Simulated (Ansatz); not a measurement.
Al2Cu (Fm-3m), comparing deformations

Level of theory: Ansatz, DFT r2SCAN, scalar-relativistic, plane waves, PAW. Settings: plane waves to 500 eV, k-mesh 16×16×16 (Γ-centred), Gaussian smearing 0.15 eV. No spin polarisation. Energies are free energies at this smearing, counted from the undisturbed cell; pressure is positive in compression.

The starting cell (relaxed at this level; it needn't be the usual structure):

```xyz
3
Lattice="-2.0274 2.0274 2.8670 2.0274 -2.0274 2.8670 2.0274 2.0274 -2.8670" Properties=species:S:1:pos:R:3 pbc="T T T"
Al    0.0000    2.0274    1.4335
Al    2.0274    0.0000    1.4335
Cu    0.0000    0.0000    2.8670
```

The cell is strained by ε times a Voigt pattern (xx, yy, zz, yz, xz, xy; engineering shear) with fractional coordinates fixed. τ = (1/V0) dE/dε comes from the stress tensor. Of each scan, only the three points used here are listed.

```csv
pattern,ε,τ (GPa)
"(0, 0, 1, 0, 0, 0)",-0.0250,-5.02
"(0, 0, 1, 0, 0, 0)",0.0000,-0.03
"(0, 0, 1, 0, 0, 0)",0.0250,4.11
"(0, 1, 0, 0, 0, 0)",-0.0250,-5.81
"(0, 1, 0, 0, 0, 0)",0.0000,-0.02
"(0, 1, 0, 0, 0, 0)",0.0250,5.05
```

Problem. Which constants do the scans give, and which deformation costs least for the same size of strain tensor?

Solution. The slope dτ/dε at zero (parabola through three points) is pᵀCp: (0, 0, 1, 0, 0, 0) gives C33 = 183 GPa; (0, 1, 0, 0, 0, 0) gives C22 = 217 GPa. The size of the strain tensor, ε:ε, is ε² times 1.0, 1.0. Per unit of it the stiffnesses are 183, 217 GPa, so (0, 0, 1, 0, 0, 0) is the softest of these: at ε:ε = (1 %)² the quadratic term costs 0.90 meV/atom against 1.06 for the stiffest. These are clamped-ion values.

Forces appear on the atoms along this scan, and letting them relax would lower the energy and soften the response. In a metal these slopes depend on the k mesh and the smearing.